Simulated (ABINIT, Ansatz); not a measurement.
# How the form of the self-energy moves the gap of NaCl (Fm-3m)

How much does the gap of NaCl (Fm-3m) depend on the approximation to the self-energy?

Method: PBE and many-body steps on it, plane waves, in ABINIT 10.8.3.

The database entry behind the starting cell differs from later determinations by our own check (an axis about 0.4 % short against later determinations), so it need not match the best structure at ambient conditions.

## Step 1: The starting structure

It takes space group Fm-3m (No. 225, cubic). Conventional cell: a = 5.620 Å, b = 5.620 Å, c = 5.620 Å, α = 90.00°, β = 90.00°, γ = 90.00°. Nearest to Na lie 6 Cl at 2.81 Å. Nearest to Cl lie 6 Na at 2.81 Å. Farther neighbours and most contacts between anions are not listed.

Structure file:

```cif
data_structure
_symmetry_space_group_name_H-M 'Fm-3m'
_symmetry_Int_Tables_number 225
_cell_length_a 5.6200
_cell_length_b 5.6200
_cell_length_c 5.6200
_cell_angle_alpha 90.000
_cell_angle_beta 90.000
_cell_angle_gamma 90.000
_cell_volume 177.50
loop_
_atom_site_label
_atom_site_type_symbol
_atom_site_symmetry_multiplicity
_atom_site_Wyckoff_symbol
_atom_site_fract_x
_atom_site_fract_y
_atom_site_fract_z
_atom_site_occupancy
Na1 Na 4 a 0.00000 0.00000 0.00000 1
Cl1 Cl 4 b 0.50000 0.00000 0.00000 1
```

The cell and positions come from the Crystallography Open Database and are kept as given unless a step says otherwise.

## Step 2: Empty states on the mesh, 6×6×6 mesh, 592 bands

This step: ABINIT 10.8.3; DFT, PBE, plane waves, norm-conserving pseudopotentials.

The sums over transitions need many empty states on a uniform mesh; this step solves for them.

Input file run.abi:

```
acell 3*1.0 Angstrom
rprim 
  0.000000000000 2.810000000000 2.810000000000
  2.810000000000 0.000000000000 2.810000000000
  2.810000000000 2.810000000000 0.000000000000
ntypat 2
znucl 11 17
natom 2
typat 1 2
xred 
  0.000000000000 0.000000000000 0.000000000000
  0.500000000000 0.500000000000 0.500000000000
pp_dirpath "pseudos"
pseudos "Na.upf, Cl.upf"
ecut 38
ngkpt 6 6 6
nshiftk 1
shiftk 0 0 0
kptopt 1
chksymbreak 0
irdden 1
istwfk *1
nband 592
prtvol 0
optdriver 6
gwr_task "HDIAGO"
paral_kgb 0
occopt 1
indata_prefix "in"
outdata_prefix "out"
tmpdata_prefix "tmp"
```

On the command line:

```
OMP_NUM_THREADS=1 mpirun -n 4 abinit run.abi > log
```

The log of the run:

```text
.Version 10.8.3 of ABINIT. v10.8.2 released Aug 2026.

 Symmetries : space group Fm -3 m (#225); Bravais cF (face-center cubic)
[... echo of the input left out ...]
== DATASET  1 ==================================================================
-   mpi_nproc: 4, omp_nthreads: 1 (-1 if OMP is not activated)

--- !DatasetInfo
iteration_state: {dtset: 1, }
dimensions: {natom: 2, nkpt: 16, mband: 592, nsppol: 1, nspinor: 1, nspden: 1, mpw: 3383, }
cutoff_energies: {ecut:  38.0, pawecutdg:  -1.0, }
[...]
Direct band gap semiconductor
 Fundamental gap:     5.150 (eV)
   VBM:    -0.539 (eV) at k: [ 0.0000E+00,  0.0000E+00,  0.0000E+00]
   CBM:     4.611 (eV) at k: [ 0.0000E+00,  0.0000E+00,  0.0000E+00]
 Direct gap:         5.150 (eV) at k: [ 0.0000E+00,  0.0000E+00,  0.0000E+00]

== END DATASET(S) ==============================================================
================================================================================

 -outvars: echo values of variables after computation  --------
           etotal      0.0000000000E+00
            nband         592
             nkpt          16
          spgroup         225
 [... the other variables as echoed above ...]

 Calculation completed.
```

It took 63 s on 4 MPI ranks of Intel Xeon 6975P-C (Granite Rapids), shared host; peak memory 2.8 GiB; 4.2 min of CPU time.

Numbers from this step:

```yaml
gap: 5.150 eV
k_of_the_valence_top: 0, 0, 0
k_of_the_conduction_bottom: 0, 0, 0
least_direct_gap: 5.150 eV
k_points_computed: 16
lowest_point_of_the_top_converged_band_above_the_valence_top: 311.7801 eV
```

On this mesh the gap is 5.150 eV.

The density comes from a self-consistent run that is not shown.

## Step 3: Screening, 6×6×6 mesh, 243 bands, screening to 247.6 eV

The RPA dielectric matrix is built and inverted for each q.

This step: RPA screening on PBE, plane waves, norm-conserving pseudopotentials.

Edit run.abi of step 2 so:

```diff
@@ -20,10 +20,11 @@
 chksymbreak 0
-irdden 1
 istwfk *1
-nband 592
-prtvol 0
-optdriver 6
-gwr_task "HDIAGO"
-paral_kgb 0
 occopt 1
+irdwfk 1
+optdriver 3
+nband 243
+ecuteps 9.1
+inclvkb 2
+awtr 1
+symchi 1
 indata_prefix "in"
```

The log of the run:

```text
.Version 10.8.3 of ABINIT. v10.8.2 released Aug 2026.

 Symmetries : space group Fm -3 m (#225); Bravais cF (face-center cubic)
[... echo of the input left out ...]
== DATASET  1 ==================================================================
-   mpi_nproc: 4, omp_nthreads: 1 (-1 if OMP is not activated)

--- !DatasetInfo
iteration_state: {dtset: 1, }
dimensions: {natom: 2, nkpt: 16, mband: 243, nsppol: 1, nspinor: 1, nspden: 1, mpw: 3383, }
cutoff_energies: {ecut:  38.0, pawecutdg:  -1.0, }
electrons: {nelect:   1.60000000E+01, charge:   0.00000000E+00, occopt:   1.00000000E+00, tsmear:   1.00000000E-02, }

 SCREENING: Calculation of the susceptibility and dielectric matrices

 Based on a program developped by R.W. Godby, V. Olevano, G. Onida, and L. Reining.
 Incorporated in ABINIT by V. Olevano, G.-M. Rignanese, and M. Torrent.
.Using double precision arithmetic ; gwpc =  8

[... cell and pseudopotentials left out ...]
--------------------------------------------------------------------------------

 ==== K-mesh for the wavefunctions ====
 Number of points in the irreducible wedge :    16
[... list of points left out ...]
 Together with 48 symmetry operations and time-reversal symmetry
 yields   216 points in the full Brillouin Zone.

 ==== Q-mesh for the screening function ====
 Number of points in the irreducible wedge :    16
[... list of points left out ...]
 Together with 48 symmetry operations and time-reversal symmetry
 yields   216 points in the full Brillouin Zone.

 setmesh: FFT mesh size selected  =    32x   32x   32
          total number of points  =        32768

 vcoul_init : cutoff-mode = AUXILIARY_FUNCTION
 q-points for optical limit:   1
     1)      0.000010    0.000020    0.000030

- screening: taking advantage of time-reversal symmetry
- Maximum band index for partially occupied states nbvw = 8
- Remaining bands to be divided among processors   nbcw = 235
- Number of bands treated by each node ~58

 Number of electrons calculated from density =   16.0000; Expected =   16.0000
 average of density, n =  0.053429
 r_s =    1.6471
 omega_plasma =   22.2968 [eV]

 calculating chi0 at frequencies [eV] :
  1    0.000000E+00    0.000000E+00
  2    0.000000E+00    2.229681E+01

--------------------------------------------------------------------------------
  q-point number  1        q = ( 0.000000, 0.000000, 0.000000) [r.l.u.]
--------------------------------------------------------------------------------
[... chi0 elements left out ...]
 For q-point:  0.000010 0.000020 0.000030
  dielectric constant =   2.3520
  dielectric constant without local fields =   2.7669

  Average fulfillment of the sum rule on Im[epsilon] for q-point    1 :     81.86  [%]
[... wings left out ...]
  q-point number  2        q = ( 0.166667, 0.000000, 0.000000) [r.l.u.]
--------------------------------------------------------------------------------
[... chi0 elements left out ...]
  Average fulfillment of the sum rule on Im[epsilon] for q-point    2 :     88.37  [%]

 [... 14 further q-points ...]
```

Run time: 5 min. Hardware: 4 MPI ranks; peak memory 3 GiB; 20 min of CPU time.

This step gave:

* ε∞ with local fields, on this mesh, along the program's q direction: 2.352
* the same without local fields: 2.767
* plasma frequency: 22.30 eV
* plane waves in the screening matrix: 387

Local fields lower ε∞ by 15 %.

## Step 4: G0W0, Godby-Needs plasmon pole

The self-energy is evaluated for the states that the input lists, and the levels follow from it, in one-shot runs by the linearised quasiparticle equation.

This step: G0W0 on PBE, plane waves, norm-conserving pseudopotentials.

Edit run.abi of step 3 so:

```diff
@@ -23,8 +23,15 @@
 irdwfk 1
-optdriver 3
+optdriver 4
 nband 243
+gwcalctyp 0
+ecutsigx 38
+symsigma 1
+nkptgw 1
+kptgw 
+  0.0000000000 0.0000000000 0.0000000000
+bdgw 
+  6 12
 ecuteps 9.1
-inclvkb 2
-awtr 1
-symchi 1
+irdscr 1
+ppmodel 1
 indata_prefix "in"
```

The log of the run:

```text
.Version 10.8.3 of ABINIT. v10.8.2 released Aug 2026.

 Symmetries : space group Fm -3 m (#225); Bravais cF (face-center cubic)
[... echo of the input left out ...]
== DATASET  1 ==================================================================
-   mpi_nproc: 4, omp_nthreads: 1 (-1 if OMP is not activated)

--- !DatasetInfo
iteration_state: {dtset: 1, }
dimensions: {natom: 2, nkpt: 16, mband: 243, nsppol: 1, nspinor: 1, nspden: 1, mpw: 3383, }
cutoff_energies: {ecut:  38.0, pawecutdg:  -1.0, }
electrons: {nelect:   1.60000000E+01, charge:   0.00000000E+00, occopt:   1.00000000E+00, tsmear:   1.00000000E-02, }

 SIGMA: Calculation of the GW corrections

 Based on a program developped by R.W. Godby, V. Olevano, G. Onida, and L. Reining.
 Incorporated in ABINIT by V. Olevano, G.-M. Rignanese, and M. Torrent.
.Using double precision arithmetic ; gwpc =  8

[... cell and pseudopotentials left out ...]
--------------------------------------------------------------------------------

 ==== K-mesh for the wavefunctions ====
 Number of points in the irreducible wedge :    16
[... list of points left out ...]
 Together with 48 symmetry operations and time-reversal symmetry
 yields   216 points in the full Brillouin Zone.

 ==== Q-mesh for screening function ====
 Number of points in the irreducible wedge :    16
[... list of points left out ...]
 Together with 48 symmetry operations and time-reversal symmetry
 yields   216 points in the full Brillouin Zone.

 vcoul_init : cutoff-mode = AUXILIARY_FUNCTION
 q-points for optical limit:   1
     1)      0.000010    0.000020    0.000030
 setmesh: FFT mesh size selected  =    45x   45x   45
          total number of points  =        91125

 Number of electrons calculated from density =   16.0000; Expected =   16.0000
 average of density, n =  0.053429
 r_s =    1.6471
 omega_plasma =   22.2968 [eV]

 === KS Band Gaps ===
  >>>> For spin  1
   Minimum direct gap =   5.1497 [eV], located at k-point      :   0.0000  0.0000  0.0000
   Fundamental gap    =   5.1497 [eV], Top of valence bands at :   0.0000  0.0000  0.0000
                                       Bottom of conduction at :   0.0000  0.0000  0.0000
 SIGMA fundamental parameters:
 PLASMON POLE MODEL  1
 number of plane-waves for SigmaX                 3383
 number of plane-waves for SigmaC and W            387
 number of plane-waves for wavefunctions          3383
 number of bands                                   243
 number of independent spin polarizations            1
 number of spinorial components                      1
 number of k-points in IBZ                          16
 number of q-points in IBZ                          16
 number of symmetry operations                      48
 number of k-points in BZ                          216
 number of q-points in BZ                          216
 number of frequencies for dSigma/dE                 9
 frequency step for dSigma/dE [eV]                0.25
 number of omega for Sigma on real axis              0
 max omega for Sigma on real axis  [eV]           0.00
 zcut for avoiding poles [eV]                     0.10

 EPSILON^-1 parameters (SCR file):
 dimension of the eps^-1 matrix on file            387
 dimension of the eps^-1 matrix used               387
 number of plane-waves for wavefunctions          3383
 number of bands                                   243
 number of q-points in IBZ                          16
 number of frequencies                               2
 number of real frequencies                          1
 number of imag frequencies                          1

 matrix elements of self-energy operator (all in [eV])

 Perturbative Calculation

--- !SelfEnergy_ee
iteration_state: {dtset: 1, }
kpoint     : [   0.000,    0.000,    0.000, ]
spin       : 1
KS_gap     :    5.150
QP_gap     :    8.149
Delta_QP_KS:    2.999
data: !SigmaeeData |
     Band     E0 <VxcDFT>   SigX SigC(E0)      Z dSigC/dE  Sig(E)    E-E0       E
        6  -0.539 -14.493 -18.976   1.656   0.809  -0.236 -16.779  -2.286  -2.825
        7  -0.539 -14.493 -18.976   1.656   0.809  -0.236 -16.779  -2.286  -2.825
        8  -0.539 -14.493 -18.976   1.656   0.809  -0.236 -16.779  -2.286  -2.825
        9   4.611  -8.179  -4.218  -3.135   0.864  -0.158  -7.466   0.713   5.324
       10  10.523  -8.377  -3.612  -3.361   0.857  -0.167  -7.175   1.203  11.726
       11  10.523  -8.377  -3.612  -3.361   0.857  -0.167  -7.175   1.203  11.726
       12  10.523  -8.377  -3.612  -3.361   0.857  -0.167  -7.175   1.203  11.726

== END DATASET(S) ==============================================================
================================================================================

 -outvars: echo values of variables after computation  --------
           etotal      0.0000000000E+00
            nband         243
             nkpt          16
          spgroup         225
 [... the other variables as echoed above ...]

 Calculation completed.
```

Wall time 34 s (4 MPI ranks); peak memory 3.2 GiB.

Numbers from this step:

```yaml
g0w0_gap_on_the_points_computed: 8.149 eV
starting_gap_on_the_mesh: 5.150 eV
k_of_the_valence_top: 0, 0, 0
k_of_the_conduction_bottom: 0, 0, 0
z_at_the_valence_top: 0.809
z_at_the_conduction_bottom: 0.864
least_direct_g0w0_gap_on_the_computed_points: 8.149 eV
```

The gap on the mesh goes from 5.15 eV to 8.15 eV, a correction of +3.00 eV.

## Step 5: G0W0, Engel-Farid plasmon pole

Edit run.abi of step 4 so:

```diff
@@ -35,3 +35,3 @@
 irdscr 1
-ppmodel 1
+ppmodel 4
 indata_prefix "in"
```

The log of the run:

```text
.Version 10.8.3 of ABINIT. v10.8.2 released Aug 2026.

 Symmetries : space group Fm -3 m (#225); Bravais cF (face-center cubic)
[... echo of the input left out ...]
== DATASET  1 ==================================================================
-   mpi_nproc: 4, omp_nthreads: 1 (-1 if OMP is not activated)

--- !DatasetInfo
iteration_state: {dtset: 1, }
dimensions: {natom: 2, nkpt: 16, mband: 243, nsppol: 1, nspinor: 1, nspden: 1, mpw: 3383, }
cutoff_energies: {ecut:  38.0, pawecutdg:  -1.0, }
electrons: {nelect:   1.60000000E+01, charge:   0.00000000E+00, occopt:   1.00000000E+00, tsmear:   1.00000000E-02, }

 SIGMA: Calculation of the GW corrections

 Based on a program developped by R.W. Godby, V. Olevano, G. Onida, and L. Reining.
 Incorporated in ABINIT by V. Olevano, G.-M. Rignanese, and M. Torrent.
.Using double precision arithmetic ; gwpc =  8

[... cell and pseudopotentials left out ...]
--------------------------------------------------------------------------------

 ==== K-mesh for the wavefunctions ====
 Number of points in the irreducible wedge :    16
[... list of points left out ...]
 Together with 48 symmetry operations and time-reversal symmetry
 yields   216 points in the full Brillouin Zone.

 ==== Q-mesh for screening function ====
 Number of points in the irreducible wedge :    16
[... list of points left out ...]
 Together with 48 symmetry operations and time-reversal symmetry
 yields   216 points in the full Brillouin Zone.

 vcoul_init : cutoff-mode = AUXILIARY_FUNCTION
 q-points for optical limit:   1
     1)      0.000010    0.000020    0.000030
 setmesh: FFT mesh size selected  =    45x   45x   45
          total number of points  =        91125

 Number of electrons calculated from density =   16.0000; Expected =   16.0000
[...]
number of q-points in BZ                          216
 number of frequencies for dSigma/dE                 9
 frequency step for dSigma/dE [eV]                0.25
 number of omega for Sigma on real axis              0
 max omega for Sigma on real axis  [eV]           0.00
 zcut for avoiding poles [eV]                     0.10

 EPSILON^-1 parameters (SCR file):
 dimension of the eps^-1 matrix on file            387
 dimension of the eps^-1 matrix used               387
 number of plane-waves for wavefunctions          3383
 number of bands                                   243
 number of q-points in IBZ                          16
 number of frequencies                               2
 number of real frequencies                          1
 number of imag frequencies                          1

 matrix elements of self-energy operator (all in [eV])

 Perturbative Calculation

--- !SelfEnergy_ee
iteration_state: {dtset: 1, }
kpoint     : [   0.000,    0.000,    0.000, ]
spin       : 1
KS_gap     :    5.150
QP_gap     :    8.329
Delta_QP_KS:    3.179
data: !SigmaeeData |
     Band     E0 <VxcDFT>   SigX SigC(E0)      Z dSigC/dE  Sig(E)    E-E0       E
        6  -0.539 -14.493 -18.976   1.315   0.819  -0.221 -17.088  -2.595  -3.133
        7  -0.539 -14.493 -18.976   1.315   0.819  -0.221 -17.088  -2.595  -3.133
        8  -0.539 -14.493 -18.976   1.315   0.819  -0.221 -17.088  -2.595  -3.133
        9   4.611  -8.179  -4.218  -3.292   0.873  -0.145  -7.594   0.585   5.196
       10  10.523  -8.377  -3.612  -3.501   0.866  -0.155  -7.283   1.094  11.618
       11  10.523  -8.377  -3.612  -3.501   0.866  -0.155  -7.283   1.094  11.618
       12  10.523  -8.377  -3.612  -3.501   0.866  -0.155  -7.283   1.094  11.618

== END DATASET(S) ==============================================================
================================================================================

 -outvars: echo values of variables after computation  --------
           etotal      0.0000000000E+00
            nband         243
             nkpt          16
          spgroup         225
 [... the other variables as echoed above ...]

 Calculation completed.
```

The job ended after 17 s (4 MPI ranks; peak memory 2.6 GiB; 69 s of CPU time).

Numbers from this step:

```
G0W0 gap on the points computed              : 8.329 eV
starting gap on the mesh                     : 5.150 eV
k of the valence top                         : 0, 0, 0
k of the conduction bottom                   : 0, 0, 0
Z at the valence top                         : 0.819
Z at the conduction bottom                   : 0.873
least direct G0W0 gap on the computed points : 8.329 eV
```

Against G0W0 in ABINIT (6×6×6 mesh, 243 bands, screening to 247.6 eV, Godby-Needs plasmon pole), the gap moves by +0.180 eV.

## Step 6: G0W0, Hybertsen-Louie plasmon pole

Edit run.abi of step 5 so:

```diff
@@ -35,3 +35,3 @@
 irdscr 1
-ppmodel 4
+ppmodel 2
 indata_prefix "in"
```

The log of the run:

```text
.Version 10.8.3 of ABINIT. v10.8.2 released Aug 2026.

 Symmetries : space group Fm -3 m (#225); Bravais cF (face-center cubic)
[... echo of the input left out ...]
== DATASET  1 ==================================================================
-   mpi_nproc: 4, omp_nthreads: 1 (-1 if OMP is not activated)

--- !DatasetInfo
iteration_state: {dtset: 1, }
dimensions: {natom: 2, nkpt: 16, mband: 243, nsppol: 1, nspinor: 1, nspden: 1, mpw: 3383, }
cutoff_energies: {ecut:  38.0, pawecutdg:  -1.0, }
[...]
10  10.523  -8.377  -3.612  -3.615   0.899  -0.112  -7.344   1.034  11.557
       11  10.523  -8.377  -3.612  -3.615   0.899  -0.112  -7.344   1.034  11.557
       12  10.523  -8.377  -3.612  -3.615   0.899  -0.112  -7.344   1.034  11.557

== END DATASET(S) ==============================================================
================================================================================

 -outvars: echo values of variables after computation  --------
           etotal      0.0000000000E+00
            nband         243
             nkpt          16
          spgroup         225
 [... the other variables as echoed above ...]

 Calculation completed.
```

Wall time 34 s (4 MPI ranks); peak memory 3.1 GiB.

Numbers from this step:

| Item | Value |
| --- | --- |
| G0W0 gap on the points computed | 8.301 eV |
| starting gap on the mesh | 5.150 eV |
| k of the valence top | 0, 0, 0 |
| k of the conduction bottom | 0, 0, 0 |
| least direct G0W0 gap on the computed points | 8.301 eV |

Against G0W0 in ABINIT (6×6×6 mesh, 243 bands, screening to 247.6 eV, Godby-Needs plasmon pole), the gap moves by +0.152 eV.

[end of part 1 of 2]

[Paths, hosts, dates, memory and timing lines, banners, echoed tables and standing remarks are left out of the program output.]

[Logs are printed without paths, hosts, clocks, repeated set-up lines and the standing remarks that a program may print on its own settings, such as how far it seeks lower states.]

[Runs of the session that timed out or met a known fault of the program may be left out.]

[Hosts, paths, dates, database ids (printed as entryN), source tags and the programs' standing remarks are cut or masked in the printed files.]

[G0W0 gaps are taken among the corrected bands and points alone; a level outside them can change the order at an edge.]

[Where Ansatz stands beside ABINIT at settings called matched, ABINIT's density can come from a denser mesh and the files from another edition; pairs whose starting gaps differed by over 0.03 eV were left out, so agreement reads better than it is.]
